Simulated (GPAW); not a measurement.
HgTe (Coloradoite):

```
Hg Te
1.0
     0.00000    3.21450    3.21450
     3.21450    0.00000    3.21450
     3.21450    3.21450    0.00000
Hg Te
1 1
Direct
  0.00000 0.00000 0.00000
  0.75000 0.75000 0.75000
```

Base run:

```yaml
Program: GPAW 26.7.0
Functional: r2SCAN
Potentials_or_basis: GPAW PAW data sets (gpaw-data 1.2.1)
Cutoff: 600 eV
Basis: pw
k_mesh: 6 × 6 × 6
Occupations: fermi-dirac, width 0.05 eV
Spin: spin-orbit coupling, no magnetisation
```

Its results: pressure 3.3 GPa.

Problem. The run is repeated on the same cell with these changes: functional from r2SCAN to PBE; cutoff from 600 eV to 450 eV; spin from spin-orbit coupling, no magnetisation to no spin polarisation. What comes out?

Solution. Pressure 4.2 GPa.

Several settings changed at once, so the effect can't be laid on one alone.

Caveats: spin-orbit coupling was added after a scalar SCF, so levels and gaps hold it while energy, forces, pressure and moments don't (some runs); the PAW data sets were made with another functional, which shifts forces and pressure a little (some runs); the cutoff is short for stress and forces, so pressures can be off by a GPa or more (some runs).
